A scanning tunnelling microscope does not photograph atoms. It follows the electron density that leaks into the vacuum, and the bias decides which electrons take part. At negative bias the image of a WS₂ monolayer is made of filled states, and a larger negative bias adds deeper ones. What happens to brightness, contrast and decay when the window is opened from -2.150 to -2.950 V?

Ansatz 0.2.0, scalar-relativistic PBE+D3(BJ) with plane waves and PAW, no spin polarisation: free-standing WS₂ monolayer, 420 eV cutoff, 39 × 39 × 1 k mesh, 0.05 eV Gaussian smearing. Sample bias is counted from mid-gap. Heights are from the top nuclei: 3 Å for all columns but the barrier, with the plane's mean density as the set point for the corrugation.

| bias (V) | log10 mean density (log10 of e/angstrom^3) | bright over dark | corrugation (Å) | brightest over | apparent barrier at 4 angstrom (eV) |
| --- | --- | --- | --- | --- | --- |
| -2.950 | ? | ? | ? | S | ? |
| -2.150 | -4.222 | 2.047 | 0.294 | S | 6.316 |
| -1.550 | -4.368 | 1.573 | 0.191 | S | 5.901 |
| -1.200 | -4.676 | 1.395 | 0.144 | S | 5.591 |
| 1.200 | -4.200 | 1.146 | 0.067 | between | 4.668 |
| 1.550 | -3.582 | 1.127 | 0.060 | S | 4.304 |
| 2.150 | -3.304 | 1.063 | 0.031 | flat | 3.905 |
| 2.750 | -3.171 | 1.137 | 0.066 | between | 4.001 |

The images come from density functional theory with an idealised, spherically symmetric tip state. "Log10 mean density" is the logarithm of the density averaged over the plane of the tip, and "bright over dark" compares its brightest and darkest places. "Corrugation" is the height difference that a tip would follow at constant density. "Apparent barrier" expresses, as an energy, how fast the density falls with height.

Every image contains all the states of the narrower windows of the same sign. The empty-state side shows what this does: the brightest place lies between the sulphur atoms at 1.200 V, moves onto sulphur at 1.550 V and, after a nearly flat image at 2.150 V, is back between the atoms at 2.750 V. An even background could only wash out a pattern; a reversal needs added states that favour other places. An image is therefore best read as a stack of energy slices, each with its own strength and pattern.

Two things decide how far a slice reaches into the vacuum. A deep state faces a high barrier and fades quickly. A state that also carries momentum along the surface fades faster still, because its in-plane kinetic energy adds to the barrier. Theory thus favours states near the centre of the Brillouin zone, which usually carry little such momentum and give smooth images; states farther out tend to be fainter but more strongly patterned.

The known filled-state images fit this picture. From -1.200 to -2.150 V the ratio of bright to dark rises from 1.395 to 2.047, and the apparent barrier rises too. Sulphur stays brightest, which is partly plain topography, since the upper sulphur layer lies about 1.6 Å above the tungsten. The sulphur label alone therefore doesn't reveal which orbitals a slice is made of.

The simplest forecast lets the next slice resemble the last known one, with the same density per volt and the same pattern. The mean density is 6.00 × 10⁻⁵ e/Å³ at -2.150 V and 4.29 × 10⁻⁵ at -1.550 V, so this 0.6 V slice added 1.71 × 10⁻⁵. The next slice is 0.8 V wide and should add 1.71 × 0.8/0.6 = 2.28 in the same units. The total is 8.28 × 10⁻⁵, whose logarithm is -4.08.

For the contrast, let each pattern be the simplest wave with the symmetry of the lattice. Relative to the mean, its bright places have density 1 + 2c and its dark places 1 − c, where c is the strength of the pattern. Weighted by density, the strengths of successive slices add. The known image at -2.150 V has c = 0.26 and its last slice alone has c = 0.50, so another such slice raises the ratio to 2.45.

The barrier needs an empirical rule. The vacuum level lies 4.73 eV above zero bias, and deeper windows should add to it. A least-squares line through the three known filled-state rows, forced to start at the vacuum level, adds 0.74 eV per volt of bias. This gives 6.91 eV at -2.950 V, but the slope mixes depth, in-plane momentum and the weights of the slices, so it measures none of them separately.

Corrugation then follows from contrast and decay. Where density falls quickly with height, a tip needs only a small vertical step to compensate for a given difference in brightness. The step is the natural logarithm of the bright-to-dark ratio divided by twice the decay constant, which grows as the square root of the barrier. One common factor of 1.055, fitted to all seven known rows, brings this estimate into close agreement with them and gives 0.35 Å for the new image.

The forecasts for -2.950 V are therefore:

- log10 mean density: -4.08 ± 0.10
- bright over dark: 2.45 ± 0.50
- corrugation: 0.35 ± 0.08 Å
- apparent barrier: 6.91 ± 0.30 eV

In words, the image should have about 40% more density, clearly stronger sulphur contrast and faster decay. The ranges are judgements, not statistical intervals. There is reason for caution: when the slice rule is used to forecast the -2.150 V image from the two shallower ones, its logarithm of density is 0.13 too high and its contrast ratio 0.39 too low. Letting the contrast grow exponentially with bias instead would give 2.91 at -2.950 V.

The withheld rows as computed:

| bias (V) | log10 mean density (log10 of e/angstrom^3) | bright over dark | corrugation (Å) | brightest over | apparent barrier at 4 angstrom (eV) |
| --- | --- | --- | --- | --- | --- |
| -2.950 | -3.887 | 2.360 | 0.330 | S | 7.043 |

Contrast, corrugation and barrier fall within their ranges, but the density does not. Its logarithm is -3.887, about 0.19 above the forecast and well outside the stated error. The mean density has more than doubled since -2.150 V, where the forecast had it rise by about 40%. The range was also too narrow, given that the same rule had already missed by 0.13 on a known row, in the opposite direction.

The cause of the miss lies in the new slice. Per volt, it supplies about three times as much density at the tip as the slice before, and it makes up 54% of the whole image. Depth alone would have made it fainter. Nor is it mainly a matter of numbers: the slice holds only about 9% more states per volt than the one before. What changed is their kind. The two sulphur layers carry 79% of the new slice, against 46% of the previous one, so on average a larger part of a state sits in the layer nearest the tip. The density per state at the tip rises even more than the sulphur share, so the way these states extend into the vacuum must matter too.

This makes the good contrast forecast less impressive than it looks. The new slice has a pattern strength of only 0.36, against the 0.50 that was assumed. Had the true amount of density carried the assumed pattern, the image would have had c = 0.54 × 0.50 + 0.46 × 0.26 ≈ 0.39, and a ratio of about 2.9. The computed value is 2.36: too little new density and too strong a pattern nearly cancelled.

The barrier offers a clue to where the new states lie. At the corner of the Brillouin zone, the in-plane kinetic energy of a free electron would be about 6.7 eV, from a wave number of 4π/3a with a lattice constant a of 3.159 Å. If most of the new density came from there, the barrier should have risen well above the forecast. It is 7.04 eV, only 0.13 eV higher. Taken alone, the new slice has an apparent barrier of about 7.9 eV, against 8.1 eV for the slice before, although its states lie deeper. Less in-plane momentum would explain this, so much of the new density probably comes from states closer to the zone centre.

That reading argues against a simple picture in which deeper slices move steadily outwards in the zone and become more strongly patterned. The pattern strength rises from 0.20 to 0.50 over the first two added slices, then falls. A new band near the zone centre, with sulphur p orbitals pointing into the vacuum, would explain a strong, smoother and still sulphur-centred contribution. The sulphur character is computed, but the band and the direction of its orbitals are a guess, because the results don't separate them.

The corrugation is 0.33 Å, close to the forecast of 0.35 Å. Most of the small difference came from the forecasts fed into the rule: with the computed contrast and barrier, the same rule gives 0.333 Å. The link between contrast, decay and corrugation thus holds for a row outside the fit, even though the makeup of the image has changed. It describes how a given density is traced, whatever states supply that density.

For a measured image, the order of these changes is more useful than the exact voltages. Zero bias here is the middle of the gap, whereas a real sample is usually doped, and this level of theory makes the gap too small. The field of a real tip can also shift the bands, an effect absent here. Spin-orbit coupling is left out as well; in WS₂ it strongly splits the top valence band at the zone corner, which should move some filled states from one window to another. The tip height of 3 Å is close: at 4 Å the bright-to-dark ratio at -2.950 V is only 1.40.

A smooth trend in contrast can thus hide a large change in the states that produce it. A jump in the mean density is the warning sign; the number of states and their share on each layer then tell whether more states or different ones have entered. Which band supplies the surge between -2.150 and -2.950 V remains open; an image of that slice alone, resolved by band and in-plane momentum, would settle it.
